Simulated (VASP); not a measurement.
# O on Co(0001): binding against coverage, part 4 of 12

Aim: adsorption energy and work function of O on Co(0001) from low coverage to a full layer.

VASP 6.6.1, plane waves and PAW; the level of theory is named at each step.

Still holding for the runs below: The magnetic state follows from one typed start and may not be the lowest.

So far. Step 4 (Surface relaxation, cell 1 x 1, k-mesh 12×12×1): The run ended after 5 ionic steps, 0.019 eV below its first step, once the forces on the free atoms met EDIFFG = -0.03. Step 5 (The vacuum level, cell 1 x 1, k-mesh 12×12×1): The vacuum level lies 4.91 eV above the Fermi level at the upper face; the two faces differ by 0.06 eV, the step that the slab's dipole of -0.002 e·Å makes.

## (6) Relaxing the adsorbate, coverage 1/1, k-mesh 12×12×1

This step: PBE, spin-polarised from a ferromagnetic start; plane waves and PAW (Co, O) (VASP 6.6.1).

System of this step: Co4O (Co(0001)). The cell holds 5 atoms: 4 Co and 1 O. Cell: a = 2.489 Å, b = 2.489 Å, c = 21.042 Å, α = 90.0°, β = 90.0°, γ = 60.0°. It derives from Co. 1 O over hcp sites of a 1 x 1 cell of Co(0001). Vacuum lies along c.

The adsorbate starts over a high-symmetry site, and it relaxes with the upper layers within that symmetry.

File INCAR:

```
SYSTEM = Co4O
PREC = Normal
ENCUT = 440
EDIFF = 1E-05
NELM = 120
ISMEAR = 1
SIGMA = 0.15
LREAL = .FALSE.
ALGO = Fast
GGA = PE
NBANDS = 34
ISPIN = 2
MAGMOM = 2 2 2 2 0
LASPH = .TRUE.
LMAXMIX = 4
LORBIT = 11
LWAVE = .FALSE.
LCHARG = .FALSE.
KPAR = 8
IBRION = 2
NSW = 45
ISIF = 2
EDIFFG = -0.03
POTIM = 0.4
MAXMIX = 40
IDIPOL = 3
LDIPOL = .TRUE.
DIPOL = 0.5 0.5 0.54
```

File POSCAR:

```
Co4O
1.0
    2.4892217852      0.0000000000      0.0000000000
    1.2446108926      2.1557293016      0.0000000000
    0.0000000000      0.0000000000     21.0421269460
Co O
4 1
Selective dynamics
Direct
    0.6666666700      0.6666666700      0.3564278500  F F F
    0.0000000000      0.0000000000      0.4521426200  F F F
    0.6666666700      0.6666666700      0.5499670100  T T T
    0.0000000000      0.0000000000      0.6422816300  T T T
    0.6666666700      0.6666666700      0.6969339000  T T T
```

File KPOINTS:

```
Automatic mesh
0
Gamma
12 12 1
0 0 0
```

PAW data sets: Co and O (PBE family, release 64).

Launch:

```console
$ mpirun -np 8 vasp_std
```

The program printed:

```text
[banner, memory and clock lines left out]
running    8 mpi-ranks, on    1 nodes
 distrk:  each k-point on    1 cores,    8 groups
 distr:  one band on    1 cores,    1 groups

 POSCAR found type information on POSCAR CoO
 POSCAR found :  2 types and       5 ions
 [... a notice as in an earlier step ...]

 LDA part: xc-table for (Slater+PW92), standard interpolation
 POSCAR, INCAR and KPOINTS ok, starting setup
 FFT: planning ... GRIDC
 FFT: planning ... GRID_SOFT
 FFT: planning ... GRID
 WAVECAR not read
 entering main loop
       N       E                     dE             d eps       ncg     rms          rms(c)
DAV:   1     0.336626630869E+03    0.33663E+03   -0.17283E+04  2584   0.120E+03
DAV:   2     0.266715043370E+01   -0.33396E+03   -0.30570E+03  2666   0.293E+02
DAV:   3    -0.382813197949E+02   -0.40948E+02   -0.38210E+02  2922   0.124E+02
DAV:   4    -0.397542659289E+02   -0.14729E+01   -0.14538E+01  2894   0.247E+01
DAV:   5    -0.397819922046E+02   -0.27726E-01   -0.27724E-01  3210   0.303E+00    0.287E+01
RMM:   6    -0.515924088058E+02   -0.11810E+02   -0.63662E+01  2615   0.702E+01    0.501E+01
RMM:   7    -0.470289900499E+02    0.45634E+01   -0.12947E+01  2584   0.318E+01    0.571E+01
RMM:   8    -0.392010526075E+02    0.78279E+01   -0.24755E+00  2606   0.139E+01    0.324E+01
RMM:   9    -0.629849063500E+02   -0.23784E+02   -0.56612E+00  2630   0.172E+01    0.597E+01
RMM:  10    -0.420354792561E+02    0.20949E+02   -0.40850E+00  2592   0.153E+01    0.409E+01
RMM:  11    -0.332583756862E+02    0.87771E+01   -0.53855E+00  2595   0.203E+01    0.314E+01
RMM:  12    -0.310769778384E+02    0.21814E+01   -0.14742E+00  2589   0.107E+01    0.228E+01
RMM:  13    -0.305949475579E+02    0.48203E+00   -0.11325E+00  2608   0.599E+00    0.125E+01
RMM:  14    -0.307341258777E+02   -0.13918E+00   -0.18038E-01  2601   0.293E+00    0.110E+01
RMM:  15    -0.305346029057E+02    0.19952E+00   -0.18565E-01  2597   0.258E+00    0.800E+00
RMM:  16    -0.313221373081E+02   -0.78753E+00   -0.48060E-01  2798   0.327E+00    0.573E+00
RMM:  17    -0.321134648686E+02   -0.79133E+00   -0.45751E-01  2733   0.310E+00    0.387E+00
RMM:  18    -0.324656210694E+02   -0.35216E+00   -0.46686E-01  2741   0.190E+00    0.304E+00
RMM:  19    -0.324601932657E+02    0.54278E-02   -0.55261E-02  2632   0.769E-01    0.294E+00
RMM:  20    -0.324384538426E+02    0.21739E-01   -0.53988E-03  2681   0.329E-01    0.295E+00
RMM:  21    -0.324464062728E+02   -0.79524E-02   -0.60733E-03  2604   0.482E-01    0.298E+00
RMM:  22    -0.324003537515E+02    0.46053E-01   -0.25053E-02  2713   0.616E-01    0.305E+00
RMM:  23    -0.325763134943E+02   -0.17596E+00   -0.14897E-01  3356   0.203E+00    0.270E+00
RMM:  24    -0.326783102524E+02   -0.10200E+00   -0.27271E-01  3696   0.257E+00    0.292E+00
RMM:  25    -0.324925216043E+02    0.18579E+00   -0.15054E-02  2861   0.635E-01    0.241E+00
RMM:  26    -0.325507414511E+02   -0.58220E-01   -0.20002E-01  3454   0.182E+00    0.121E+00
RMM:  27    -0.326850266631E+02   -0.13429E+00   -0.59921E-02  3292   0.139E+00    0.693E-01
RMM:  28    -0.327934554836E+02   -0.10843E+00   -0.17954E-02  2838   0.725E-01    0.712E-01
RMM:  29    -0.328770874340E+02   -0.83632E-01   -0.23579E-02  2933   0.758E-01    0.764E-01
RMM:  30    -0.329339260830E+02   -0.56839E-01   -0.62777E-03  2646   0.349E-01    0.645E-01
[...]
RMM:  34    -0.330671778922E+02   -0.88199E-02   -0.14397E-03  2602   0.155E-01    0.164E-01
RMM:  35    -0.330698114235E+02   -0.26335E-02   -0.18995E-04  2512   0.823E-02    0.111E-01
RMM:  36    -0.330718396226E+02   -0.20282E-02   -0.11401E-04  2332   0.526E-02    0.670E-02
RMM:  37    -0.330738355961E+02   -0.19960E-02   -0.88467E-05  2276   0.516E-02    0.308E-02
RMM:  38    -0.330753636894E+02   -0.15281E-02   -0.45911E-05  2051   0.309E-02    0.330E-02
RMM:  39    -0.330762091534E+02   -0.84546E-03   -0.27255E-05  1779   0.257E-02    0.247E-02
RMM:  40    -0.330766572541E+02   -0.44810E-03   -0.21323E-05  1745   0.199E-02    0.130E-02
RMM:  41    -0.330769164801E+02   -0.25923E-03   -0.67394E-06  1621   0.105E-02    0.966E-03
RMM:  42    -0.330769746155E+02   -0.58135E-04   -0.10931E-06  1474   0.620E-03    0.817E-03
RMM:  43    -0.330770213541E+02   -0.46739E-04   -0.50432E-07  1140   0.398E-03    0.797E-03
RMM:  44    -0.330770407816E+02   -0.19427E-04   -0.38561E-07  1183   0.379E-03    0.463E-03
RMM:  45    -0.330770476858E+02   -0.69042E-05   -0.11955E-07   775   0.285E-03
   1 F= -.33077048E+02 E0= -.33074691E+02  d E =-.330770E+02  mag=     5.7310
 curvature:   0.00 expect dE= 0.000E+00 dE for cont linesearch  0.000E+00
 trial: gam= 0.00000 g(F)=  0.413E+00 g(S)=  0.000E+00 ort = 0.000E+00 (trialstep = 0.100E+01)
 search vector abs. value=  0.413E+00
 bond charge predicted
       N       E                     dE             d eps       ncg     rms          rms(c)
DAV:   1    -0.330183663630E+02    0.58674E-01   -0.69643E+01  2682   0.427E+01    0.492E+00
RMM:   2    -0.330756941421E+02   -0.57328E-01   -0.16770E+00  2604   0.103E+01    0.501E+00
RMM:   3    -0.331429910082E+02   -0.67297E-01   -0.37562E-01  2643   0.463E+00    0.350E+00
RMM:   4    -0.331519648461E+02   -0.89738E-02   -0.12055E-01  2815   0.235E+00    0.249E+00
RMM:   5    -0.331848646259E+02   -0.32900E-01   -0.45803E-02  2626   0.136E+00    0.149E+00
RMM:   6    -0.331807292682E+02    0.41354E-02   -0.20002E-02  2620   0.859E-01    0.791E-01
RMM:   7    -0.331534555365E+02    0.27274E-01   -0.96820E-03  2628   0.603E-01    0.464E-01
RMM:   8    -0.331604629351E+02   -0.70074E-02   -0.57490E-03  2596   0.495E-01    0.458E-01
RMM:   9    -0.331841673135E+02   -0.23704E-01   -0.58018E-03  2612   0.413E-01    0.252E-01
RMM:  10    -0.331901050860E+02   -0.59378E-02   -0.36117E-03  2608   0.288E-01    0.180E-01
RMM:  11    -0.331926676400E+02   -0.25626E-02   -0.56058E-04  2756   0.147E-01    0.121E-01
RMM:  12    -0.331930816944E+02   -0.41405E-03   -0.69057E-04  2567   0.144E-01    0.817E-02
RMM:  13    -0.331934331281E+02   -0.35143E-03   -0.21012E-04  2507   0.772E-02    0.544E-02
RMM:  14    -0.331936181022E+02   -0.18497E-03   -0.70900E-05  2220   0.415E-02    0.341E-02
RMM:  15    -0.331940395284E+02   -0.42143E-03   -0.46444E-05  1949   0.318E-02    0.373E-02
RMM:  16    -0.331940106222E+02    0.28906E-04   -0.14659E-05  1717   0.196E-02    0.278E-02
RMM:  17    -0.331940223571E+02   -0.11735E-04   -0.99427E-06  1655   0.162E-02    0.179E-02
RMM:  18    -0.331943658679E+02   -0.34351E-03   -0.63264E-06  1620   0.133E-02    0.766E-03
RMM:  19    -0.331945365846E+02   -0.17072E-03   -0.40917E-06  1575   0.103E-02    0.442E-03
RMM:  20    -0.331946002149E+02   -0.63630E-04   -0.17820E-06  1437   0.672E-03    0.436E-03
RMM:  21    -0.331946114233E+02   -0.11208E-04   -0.77359E-07  1288   0.531E-03    0.284E-03
RMM:  22    -0.331946133371E+02   -0.19138E-05   -0.29676E-07  1105   0.406E-03
   2 F= -.33194613E+02 E0= -.33191669E+02  d E =-.117566E+00  mag=     5.2830
[... from here on, the cycles between the ionic steps are left out ...]
   3 F= -.33231111E+02 E0= -.33227406E+02  d E =-.154063E+00  mag=     5.3775
   4 F= -.33245966E+02 E0= -.33242226E+02  d E =-.148556E-01  mag=     5.3701
   5 F= -.33251714E+02 E0= -.33247981E+02  d E =-.206033E-01  mag=     5.3558
   6 F= -.33251736E+02 E0= -.33248004E+02  d E =-.206251E-01  mag=     5.3548
   7 F= -.33252584E+02 E0= -.33249029E+02  d E =-.848360E-03  mag=     5.3279
   8 F= -.33252660E+02 E0= -.33249063E+02  d E =-.924658E-03  mag=     5.3339
   9 F= -.33253647E+02 E0= -.33250025E+02  d E =-.986150E-03  mag=     5.3404
  10 F= -.33256394E+02 E0= -.33252717E+02  d E =-.373400E-02  mag=     5.3827
  11 F= -.33259148E+02 E0= -.33255563E+02  d E =-.648739E-02  mag=     5.4593
  12 F= -.33259400E+02 E0= -.33255922E+02  d E =-.673939E-02  mag=     5.4889
  13 F= -.33259490E+02 E0= -.33256109E+02  d E =-.903759E-04  mag=     5.4897
  14 F= -.33259928E+02 E0= -.33256498E+02  d E =-.528427E-03  mag=     5.4884
  15 F= -.33259935E+02 E0= -.33256513E+02  d E =-.535429E-03  mag=     5.4891
 curvature:  -1.54 expect dE=-0.630E-03 dE for cont linesearch -0.280E-05
 trial: gam= 0.43645 g(F)=  0.410E-03 g(S)=  0.000E+00 ort =-0.797E-04 (trialstep = 0.155E+01)
 search vector abs. value=  0.100E-02
 bond charge predicted
       N       E                     dE             d eps       ncg     rms          rms(c)
DAV:   1    -0.332589722808E+02    0.95840E-03   -0.37851E-01  2628   0.304E+00    0.279E-01
RMM:   2    -0.332599946817E+02   -0.10224E-02   -0.50686E-03  2599   0.644E-01    0.110E-01
RMM:   3    -0.332600563149E+02   -0.61633E-04   -0.13763E-03  2678   0.252E-01    0.735E-02
RMM:   4    -0.332600119966E+02    0.44318E-04   -0.23039E-04  2700   0.120E-01    0.321E-02
RMM:   5    -0.332600087524E+02    0.32441E-05   -0.81101E-05  2428   0.576E-02
  16 F= -.33260009E+02 E0= -.33256669E+02  d E =-.735403E-04  mag=     5.5160
 trial-energy change:   -0.000074  1 .order   -0.000255   -0.000582    0.000071
 step:   0.7351(harm=  1.3798)  dis= 0.00418  next Energy=   -33.260054 (dE=-0.119E-03)
 reached required accuracy - stopping structural energy minimisation
```

Wall time 1.7 min (8 MPI ranks of AMD EPYC 9R45, shared host); peak memory 2 GiB; 12 min of CPU time.

OUTCAR, selected parts (step 6):

```text
   k-points           NKPTS =     19   k-points in BZ     NKDIM =     19   number of bands    NBANDS=     34

   NELECT =      42.0000    total number of electrons

 dipolmoment           0.000000      0.000000      0.051748 electrons x Angstroem

 E-fermi :   1.0819

 spin component 1
 k-point     1 :       0.0000    0.0000    0.0000
  band No.  band energies     occupation
    ...
     22      -0.2221      1.00000
     23      -0.0932      1.00000
     24       0.0335      1.00000
     25       0.0335      1.00000
     26       0.7805      1.00776
     27       2.1746     -0.00000
     28       2.1746     -0.00000
     29       5.7740      0.00000
     30       7.2891      0.00000
     31       7.4464      0.00000
    ...

 k-point     2 :       0.0833    0.0000    0.0000
  band No.  band energies     occupation
    ...
     21      -0.3906      1.00000
     22      -0.2303      1.00000
     23      -0.1522      1.00000
     24       0.0472      1.00000
     25       0.1346      1.00000
     26       1.5097     -0.00021
     27       2.0915     -0.00000
     28       2.1975     -0.00000
     29       5.9872      0.00000
     30       7.5160      0.00000
    ...

  Total        3.2032993      3.2032993     -0.9407196      0.0000000     -0.0000000      0.0000000
  in kB       45.4528004     45.4528004    -13.3482191      0.0000000     -0.0000000      0.0000000
  external PRESSURE =      25.8524606 kB  Pullay stress =       0.0000000 kB

 POSITION                                       TOTAL-FORCE (eV/Angst)
 -----------------------------------------------------------------------------------
      2.48922      1.43715      7.50000         0.000000     -0.000000      0.309903
      0.00000      0.00000      9.51404         0.000000      0.000000     -0.296856
      2.48922      1.43715     11.54413        -0.000000      0.000000     -0.008114
      0.00000      0.00000     13.68610         0.000000     -0.000000     -0.008716
      2.48922      1.43715     14.74127        -0.000000      0.000000      0.003784
 -----------------------------------------------------------------------------------
    total drift:                                0.000005      0.000003     -0.017656

  FREE ENERGIE OF THE ION-ELECTRON SYSTEM (eV)
  ---------------------------------------------------
  free  energy   TOTEN  =       -33.2600087524 eV

  energy  without entropy=      -33.2499908361  energy(sigma->0) =      -33.25666945

 vacuum level on the upper side and lower side of the slab         7.507         5.741

 magnetization (x)
# of ion       s       p       d       tot
------------------------------------------
    1       -0.009  -0.039   1.840   1.792
    2       -0.010  -0.050   1.759   1.699
    3       -0.009  -0.030   1.810   1.770
    4       -0.003  -0.001   0.300   0.296
    5        0.001   0.005   0.000   0.005
--------------------------------------------------
tot         -0.031  -0.115   5.709   5.563

[... 7 parts as in an earlier step ...]

[... 15 further parts left out ...]
```

Step by step:

```csv
step,energy less that of the first step (eV),largest force (eV/Å)
1,0.0000,2.6570
2,-0.1176,1.8073
3,-0.1541,0.5435
4,-0.1689,0.2624
5,-0.1747,0.2202
6,-0.1747,0.2227
7,-0.1755,0.1898
8,-0.1756,0.1354
9,-0.1766,0.1166
10,-0.1793,0.0936
11,-0.1821,0.0999
12,-0.1824,0.1076
13,-0.1824,0.1711
14,-0.1829,0.0760
15,-0.1829,0.0728
16,-0.1830,0.0087
```

The atoms that moved most (Å):

```csv
atom,dx,dy,dz,length
Co4,0.000,0.000,0.171,0.171
O5,0.000,0.000,0.076,0.076
Co3,0.000,0.000,-0.028,0.028
```

Final coordinates:

```cif
data_structure
_symmetry_space_group_name_H-M 'P 1'
_symmetry_Int_Tables_number 1
_cell_length_a 2.4892
_cell_length_b 2.4892
_cell_length_c 21.0421
_cell_angle_alpha 90.000
_cell_angle_beta 90.000
_cell_angle_gamma 60.000
_cell_volume 112.91
loop_
_atom_site_label
_atom_site_type_symbol
_atom_site_fract_x
_atom_site_fract_y
_atom_site_fract_z
_atom_site_occupancy
Co1 Co 0.66667 0.66667 0.35643 1
Co2 Co 0.00000 0.00000 0.45214 1
Co3 Co 0.66667 0.66667 0.54862 1
Co4 Co 0.00000 0.00000 0.65041 1
O5 O 0.66667 0.66667 0.70056 1
```

This step gave:

```
electronic cycles                                 : 179
electrons                                         : 42
free energy (TOTEN)                               : -33.26 eV
energy at zero smearing                           : -33.26 eV
Fermi energy                                      : 1.082 eV
moment of the cell, from the last line of the log : 5.516 μB
dipole moment                                     : 0, 0, 0.05175 e·Å
```

Spin moment in the PAW sphere by atom:

```csv
atom,spin moment in the PAW sphere (μB)
Co1,1.79
Co2,1.70
Co3,1.77
Co4,0.30
O5,0.01
```

The run ended after 16 ionic steps, 0.183 eV below its first step, once the forces on the free atoms met EDIFFG = -0.03.

VASP counts the dipole in electrons times Å, so a positive number points the physical dipole along −c.

(Part 4 of 12 ends here.)

[Lines on the potential files, build, host, timing and source positions are cut from VASP's logs without a mark.]

[Logs are printed without paths, hosts, clocks, repeated set-up lines and the standing remarks that a program may print on its own settings, such as how far it seeks lower states.]

[Hosts, paths, dates, database ids (printed as entryN), source tags and the programs' standing remarks are cut or masked in the printed files.]

[Runs that stopped without an error message from VASP are left out.]
